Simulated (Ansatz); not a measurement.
Input for Ansatz (plane-wave DFT, PAW):

```yaml
crystal:
  lattice:
    - [-1.9868266302, 1.9868266302, 1.9868266302]
    - [1.9868266302, -1.9868266302, 1.9868266302]
    - [1.9868266302, 1.9868266302, -1.9868266302]
  atoms:
    - { symbol: Sn, position: [0.0, 0.0, 0.0] }
basis:
  ecutwfc: 420
kpoints:
  mp_grid: { grid: [16, 16, 16] }
hamiltonian:
  xc: pbe
scf:
  occupations: { method: gaussian, width: 0.1 }
output:
  forces: true
  stress: true
  eigenvalues: true
```

Run as
```bash
ansatz run input.yaml --threads 1 --pin off --max-ram 1331MiB --backend cpu --events-out ev --progress --plain --runs-dir out
```

Computed with Ansatz, DFT PBE, scalar-relativistic, plane waves, PAW.

From the run's log, abridged:

```
Pseudopotentials: kind: paw
Pseudopotential: Sn, paw, valence charge 14, recommended cutoff 420 eV (normal)
Functional definition: PBE
Crystal: 1 atom, lattice volume = 31.372 Å³
Basis set: ecut = 420 eV, 627 PW (Γ), exchange–correlation on 48×48×48 points (8 copies of the dense FFT grid, shifted against one another)
Bands: 11, of which v1, the nominal top of the filled ones, is band 7 counted from 1 (6 counted from 0)
Symmetry: 48 space group operations
Space group: Im-3m (ITA 229), of the structure as read, at distance tolerance 3.2e-5 Å
k-points: 145 of 4096
Initial density: superposition of atomic densities (neutral atoms: chi_scale 0, normalization atom), corrected by the library's trained network
Initial wavefunctions: pseudopotential atomic-orbital guess
Functional: x = pbe(κ = 0.804, μ = 0.21951497), c = pbe(β = 0.06672455)
SCF iter   1: F=—  HF=-6024.085026 eV  |F-HF|=—  |Δ(HF+E_count)|=         —  Δρ=5.85e-4  dr2=5.50e-5  ethr=1.77e-3  ⟨swp⟩=5.0  Hψ=9349  notcnv=0
SCF iter   2: F=—  HF=-6024.084502 eV  |F-HF|=—  |Δ(HF+E_count)|=   5.24e-4  Δρ=3.93e-4  dr2=2.11e-5  ethr=3.93e-7  ⟨swp⟩=2.6  Hψ=3893  notcnv=0
SCF iter   3: F=—  HF=-6024.084531 eV  |F-HF|=—  |Δ(HF+E_count)|=   2.87e-5  Δρ=2.22e-4  dr2=7.31e-6  ethr=1.51e-7  ⟨swp⟩=2.6  Hψ=2532  notcnv=0
SCF iter   4: F=—  HF=-6024.084549 eV  |F-HF|=—  |Δ(HF+E_count)|=   1.84e-5  Δρ=4.14e-5  dr2=3.93e-7  ethr=5.22e-8  ⟨swp⟩=2.8  Hψ=2528  notcnv=0
SCF iter   5: F=-6024.084549 eV  HF=-6024.084549 eV  |F-HF|=1.02e-8  |Δ(HF+E_count)|=   9.11e-9  Δρ=5.93e-6  dr2=6.38e-9  ethr=2.81e-9  ⟨swp⟩=2.0  Hψ=2579  notcnv=0
SCF iter   6: F=-6024.084549 eV  HF=-6024.084549 eV  |F-HF|=1.43e-10  |Δ(HF+E_count)|=   1.23e-8  Δρ=6.94e-7  dr2=6.18e-11  ethr=4.56e-11  ⟨swp⟩=2.6  Hψ=6035  notcnv=0
SCF 1 converged in 6 iterations: F = -6024.084549 eV  dr2 = 6.18e-11
SCF converged after 6 iterations
Free energy (F): -6024.084549 eV
Harris-Foulkes:  -6024.084549 eV  (|F-HF|=1.43e-10)
Internal energy: -6024.081374 eV  (E = F + TS)
E sigma→0 (E₀):  -6024.082962 eV
Entropy (-TS):   -0.003175 eV (-3.175 meV/atom)
Fermi energy:    8.905373 eV
--- Per-component energies (eV) ---
  E_band       = -107.342488
  E_kinetic    = 184.231057
  E_local      = -921.783654  (includes V_loc(G=0)·N_el)
  E_nonlocal   = -32.883595
  E_hartree    = 555.208371
  E_xc         = -382.101573
  E_vxc        = -95.190878  (∫ρ·V_xc dr)
  E_paw        = -4134.349380  (= ΣΔE_a)
  E_vpaw       = -352.132038  (= ΣTr[D̂ρ^β])
  E_aug_tail   =  0.000000  (compensation charges beyond the density's cutoff)
  E_ewald      = -1292.402600
  E_smearing   = -0.003175  (= −TS)
--- Forces (eV/Å), atoms counted from 1 ---
  atom   1  Sn     0.00000000     0.00000000     0.00000000
--- Stress (GPa, compression-positive) ---
       -4.413884       0.000000       0.000000
        0.000000      -4.413884       0.000000
        0.000000       0.000000      -4.413884
  P = ⅓ Tr σ = -4.4139 GPa (-44.139 kbar)
--- Band table (eV; the first three rows and the last of 145) ---
  k-point 0: bands = ["-12.6404", "-12.6404", "-12.6404", "-12.5521", "-12.5521", "-1.2484", "15.6029", "15.6029", "15.6029", "20.5956", "20.5956"]
  k-point 1: bands = ["-12.6415", "-12.6387", "-12.6351", "-12.5533", "-12.5523", "-1.1735", "14.9638", "15.3378", "15.5278", "19.4952", "19.6838"]
  k-point 2: bands = ["-12.6444", "-12.6339", "-12.6200", "-12.5566", "-12.5528", "-0.9487", "13.5097", "14.7215", "15.3109", "18.5038", "18.8738"]
  k-point 144: bands = ["-12.6470", "-12.6470", "-12.5119", "-12.5119", "-12.5119", "5.6349", "8.5446", "8.5446", "8.5446", "12.7547", "12.7547"]
```

Self-consistency was reached.